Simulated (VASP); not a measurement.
Set up this calculation in VASP 6.6.1, as the native input.

```
Task                   : single point
Functional             : PBE
Potentials or basis    : VASP PAW PBE potentials, release 64 (Sb, S)
Cutoff                 : 520 eV
k mesh                 : 14 × 14 × 1
Occupations            : gaussian, width 0.1 eV
Spin                   : no spin polarisation
Dipole correction      : yes
Further INCAR settings : ALGO = Fast; EDIFF = 1e-06; NBANDS = 12
```

The structure of SbS lies in POSCAR:

```
SbS
1.0
    3.8518588017      0.0000000000      0.0000000000
    0.0000000000      3.8518588017      0.0000000000
    0.0000000000      0.0000000000     23.8000000000
Sb S
1 1
Direct
    0.0000000000      0.0000000000      0.2941176471
    0.5000000000      0.5000000000      0.2941176471
```

The cell was built by a generator and needn't be a form met in nature.

The input as run:

INCAR

```
  ALGO = Fast
  DIPOL = 0.5 0.5 0.294
  EDIFF = 1E-6
  ENCUT = 520
  GGA = PE
  IDIPOL = 3
  ISIF = 2
  ISMEAR = 0
  LASPH = True
  LCHARG = False
  LDIPOL = True
  LREAL = False
  LWAVE = False
  NBANDS = 12
  NELM = 60
  PREC = Accurate
  SIGMA = 0.1
```

KPOINTS

```
k-points
0
Gamma
  14 14 1
```

Potentials or basis: VASP PAW PBE potentials, release 64 (Sb, S).

Command:

```console
$ cat potpaw_PBE.64/Sb/POTCAR potpaw_PBE.64/S/POTCAR > POTCAR
$ mpirun -np 1 vasp_std > vasp.out
```

It gave:

The band gap on the k mesh is none (metal or under the smearing width).

Run time: 6.2 min on 1 thread of Intel(R) Xeon(R) Platinum 8375C CPU @ 2.90GHz (Ice Lake) (shared host), peak memory 0.5 GiB.
